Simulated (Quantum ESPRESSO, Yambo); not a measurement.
Planning a run of Yambo 5.3.0 on TePb (Fm-3m). The input:

```
optics
bss
bse
em1s
dipoles
rim_cut
RandQpts= 1000000
RandGvec= 1 RL
Chimod= "HARTREE"
BSKmod= "SEX"
BSEmod= "resonant"
BSSmod= "d"
BSENGexx= 20 Ry
BSENGBlk= 4 Ry
% BSEQptR
 1 | 1 |
%
% BSEBands
 43 | 48 |
%
% BEnRange
 0 | 2 | eV
%
% BDmRange
 0.1 | 0.1 | eV
%
BEnSteps= 41
% BLongDir
 1 | 0 | 0 |
%
% BndsRnXs
 27 | 76 |
%
NGsBlkXs= 4 Ry
% LongDrXs
 1 | 1 | 1 |
%
% KfnQP_E
 0.13 | 1.0 | 1.0 |
%
WRbsWF
FFTGvecs= 40 Ry
```

```sh
OMP_NUM_THREADS=2 mpirun -n 2 yambo -F bse5.in -J bse5 -C bse5 > bse5.log
```

The stored states that it reads are on a 6×6×6 mesh. Symmetry: Fm-3m, No. 225, cubic system. The conventional cell has a = 6.462 Å, b = 6.462 Å, c = 6.462 Å, α = 90.00°, β = 90.00°, γ = 90.00°. Nearest to Te lie 6 Pb at 3.23 Å. Pb has 6 Te at 3.23 Å nearest. Farther neighbours and most contacts between anions are not listed.

Question: Estimate wall time and host memory on 2 MPI ranks of Arm Neoverse V1, shared host.

It took 1.8 min; on shared hardware allow 55 s to 3.7 min. Peak host memory was 0.77 GiB.

The kernel grows as the square of the matrix size, and full diagonalisation as its cube.

[Paths, hosts, dates, memory and timing lines, banners, echoed tables and standing remarks are left out of the program output.]

[Logs are printed without paths, hosts, clocks, repeated set-up lines and the standing remarks that a program may print on its own settings, such as how far it seeks lower states.]

[Runs of the session that timed out or met a known fault of the program may be left out.]

[Hosts, paths, dates, database ids (printed as entryN), source tags and the programs' standing remarks are cut or masked in the printed files.]
